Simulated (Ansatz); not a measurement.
Deforming BaS

```
Ba S
1.0
     0.00000    3.19375    3.19375
     3.19375    0.00000    3.19375
     3.19375    3.19375    0.00000
Ba S
1 1
Direct
  0.00000 0.00000 0.00000
  0.50000 0.50000 0.50000
```

Atoms are numbered in the order listed.

The cell is COD entry 9008600, as deposited and not checked against the literature; nothing was relaxed.

Spin–orbit coupling is left out, though it moves levels of the heavy atoms by tenths of an eV or more.

Computed with DFT, PBE, all-electron PAW with datasets made for the crystal, scalar-relativistic in Ansatz 0.2.0.

Sampling and basis: a Γ-centred 8×8×8 k mesh, Fermi–Dirac smearing of 0.02 eV, cutoff 260 eV (chosen by the program for this cell), no spin polarisation.

The unchanged cell is at 0.83 GPa.

x, y and z are the Cartesian axes of the cell as listed; fractional coordinates follow a strain, and an engineering shear is twice the off-diagonal strain component.

Vzz stands for the principal value of largest size of the field-gradient tensor, whatever its axis.

Spin–orbit coupling is left out, which moves gradients at and beside heavy atoms by some per cent and at worst by a factor of two.

(1) One change gave: energy change +2 meV/atom; stress change (xx, yy, zz, yz, xz, xy) -0.01, -0.01, -0.01, 0.35, 0.35, 0.35 GPa, compression positive; Vzz in 10²¹ V/m²: Ba1 0 → 1.41 (η = 0.00), S2 0 → -0.27 (η = 0.00); gap on the k mesh 2.21 → 2.16 eV. Which change was it?
A. equal xy, yz and zx engineering shear strains of +1 %
B. equal xy, yz and zx engineering shear strains of +3 %
C. equal xy, yz and zx engineering shear strains of +2 %
D. equal xy, yz and zx engineering shear strains of -2 %
E. equal xy, yz and zx engineering shear strains of -1 %
F. equal xy, yz and zx engineering shear strains of -3 %

Results:

(1) D. For equal xy, yz and zx engineering shear strains of -3 %: energy change +5 meV/atom; stress change (xx, yy, zz, yz, xz, xy) -0.02, -0.02, -0.02, 0.51, 0.51, 0.51 GPa, compression positive; Vzz in 10²¹ V/m²: Ba1 0 → 2.11 (η = 0.00), S2 0 → -0.39 (η = 0.00); gap on the k mesh 2.21 → 2.13 eV. For equal xy, yz and zx engineering shear strains of -1 %: energy change under 1 meV/atom; stress change (xx, yy, zz, yz, xz, xy) 0.00, 0.00, 0.00, 0.18, 0.18, 0.18 GPa, compression positive; Vzz in 10²¹ V/m²: Ba1 0 → 0.71 (η = 0.00), S2 0 → -0.14 (η = 0.00); gap on the k mesh 2.21 → 2.18 eV. For equal xy, yz and zx engineering shear strains of +2 %: energy change +2 meV/atom; stress change (xx, yy, zz, yz, xz, xy) -0.01, -0.01, -0.01, -0.39, -0.39, -0.39 GPa, compression positive; Vzz in 10²¹ V/m²: Ba1 0 → -1.45 (η = 0.00), S2 0 → 0.31 (η = 0.00); gap on the k mesh 2.21 → 2.18 eV. For equal xy, yz and zx engineering shear strains of +1 %: energy change under 1 meV/atom; stress change (xx, yy, zz, yz, xz, xy) 0.00, 0.00, 0.00, -0.19, -0.19, -0.19 GPa, compression positive; Vzz in 10²¹ V/m²: Ba1 0 → -0.72 (η = 0.00), S2 0 → 0.15 (η = 0.00); gap on the k mesh 2.21 → 2.19 eV. For equal xy, yz and zx engineering shear strains of +3 %: energy change +5 meV/atom; stress change (xx, yy, zz, yz, xz, xy) -0.02, -0.02, -0.02, -0.60, -0.60, -0.60 GPa, compression positive; Vzz in 10²¹ V/m²: Ba1 0 → -2.18 (η = 0.00), S2 0 → 0.47 (η = 0.00); gap on the k mesh 2.21 → 2.16 eV.
